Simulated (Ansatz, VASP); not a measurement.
# Two plane-wave programs on Si

Contents of INCAR:

```
SYSTEM = Si
ALGO = Normal ; EDIFF = 1E-6
ENCUT = 520 ; GGA = PS
ISIF = 2 ; ISMEAR = -1
LASPH = .TRUE. ; LCHARG = .FALSE.
LREAL = .FALSE. ; LWAVE = .FALSE.
NBANDS = 11 ; NELM = 100
PREC = Accurate ; SIGMA = 0.05
```

The input KPOINTS:

```
k-points
0
G
  9 9 9
  0 0 0
```

Contents of POSCAR:

```
Si
1.0
    0.0000000000      2.7532944224      2.7532944224
    2.7532944224      0.0000000000      2.7532944224
    2.7532944224      2.7532944224      0.0000000000
Si
2
Direct
    0.5000000000      0.5000000000      0.5000000000
    0.7500000000      0.7500000000      0.7500000000
```

Input for Ansatz:

```yaml
crystal:
  lattice:
    - [0.0, 2.7532944224, 2.7532944224]
    - [2.7532944224, 0.0, 2.7532944224]
    - [2.7532944224, 2.7532944224, 0.0]
  atoms:
    - { symbol: Si, position: [0.5, 0.5, 0.5] }
    - { symbol: Si, position: [0.75, 0.75, 0.75] }
hamiltonian:
  xc: pbesol
  pseudopotentials:
    kind: paw
    azcp:
      Si: "pseudopotentials/Si.paw.azcp"
basis:
  ecutwfc: 420
  fft_grid_basis: typed
kpoints:
  mp_grid: { grid: [9, 9, 9], shift: [0, 0, 0] }
magnetization:
  spin_polarized: false
scf:
  occupations: { method: fermi_dirac, width: 0.05 }
output:
  stress: true
```

Alike in both runs: task single point; functional PBEsol; k mesh 9 × 9 × 9; occupations fermi-dirac, width 0.05 eV; no spin polarisation.

|  | VASP | Ansatz |
| --- | --- | --- |
| version | VASP 6.6.1 | Ansatz 0.2.0 |
| potentials or method | VASP PAW PBE potentials, release 64 (Si) | plane waves (420 eV) with PAW, scalar-relativistic |
| plane-wave cutoff (eV) | 520 | 420 |
| valence electrons in the cell | 8 | 8 |

|  | VASP | Ansatz | Ansatz less VASP |
| --- | --- | --- | --- |
| pressure (GPa) | -3.3 | -3.4 | -0.09 |

Ansatz warned: «pseudo_functional_mismatch».

Caveats: the PAW data sets were made with another functional, which shifts forces and pressure a little (VASP). A k mesh can miss the band edges.
